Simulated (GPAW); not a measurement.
# Re: band structure with TPSS

Crystal: Re.

```
Re
1.0
     2.76080    0.00000    0.00000
    -1.38040    2.39092    0.00000
     0.00000    0.00000    4.45820
Re
2
Direct
  0.66667 0.33333 0.75000
  0.33333 0.66667 0.25000
```

```json
{
 "Program": "GPAW 26.7.0",
 "Task": "band structure",
 "Functional": "TPSS",
 "Potentials or basis": "GPAW PAW data sets (gpaw-data 1.2.1)",
 "Cutoff": "600 eV",
 "Basis": "pw",
 "k mesh": "8 × 8 × 4",
 "Occupations": "fermi-dirac, width 0.05 eV",
 "Spin": "spin-orbit coupling, no magnetisation",
 "Eigensolver": "davidson",
 "Maxiter": "150",
 "Band path": "GMKGALHA,LM,KH",
 "Band points": "60",
 "spin axis theta (degrees)": "0",
 "spin axis phi (degrees)": "0",
 "Soc after scf": "second variation without the xc potential"
}
```

* Pressure: 0.9 GPa
* Band gap along the path: none (metal or under the smearing width)

Stress tensor (GPa, compression positive):
```
-0.16  0.00  0.00
 0.00 -0.16  0.00
 0.00  0.00  2.95
```

Levels at the corners of the path, in eV from the Fermi level:
```csv
point,band 23,band 24,band 25,band 26,band 27,band 28,band 29,band 30
Γ,-1.23,-1.23,-0.39,-0.39,0.10,0.10,0.49,0.49
M,-1.40,-1.40,-0.51,-0.50,3.97,3.97,4.15,4.15
K,-2.08,-2.08,0.04,0.04,2.81,2.81,3.25,3.25
Γ,-1.23,-1.23,-0.39,-0.39,0.10,0.10,0.49,0.49
A,-2.04,-2.04,-1.43,-1.43,-1.43,-1.43,2.46,2.46
L,0.23,0.23,1.09,1.09,1.09,1.09,4.20,4.20
H,-2.09,-2.09,-0.21,-0.21,0.33,0.33,3.29,3.29
A,-2.04,-2.04,-1.43,-1.43,-1.43,-1.43,2.46,2.46
L,0.23,0.23,1.09,1.09,1.09,1.09,4.20,4.20
M,-1.40,-1.40,-0.51,-0.50,3.97,3.97,4.15,4.15
K,-2.08,-2.08,0.04,0.04,2.81,2.81,3.25,3.25
H,-2.09,-2.09,-0.21,-0.21,0.33,0.33,3.29,3.29
```

Run time: 120 s on 1 thread of AMD EPYC 7R43 64-Core Processor (Zen 3), on a shared host, peak memory 0.34 GiB.

Caveat: spin-orbit coupling was added after a scalar SCF, so levels and gaps hold it while energy, forces, pressure and moments don't; this program's spin-orbit splittings come out too wide for heavy elements; the PAW data sets were made with another functional, which shifts forces and pressure a little.
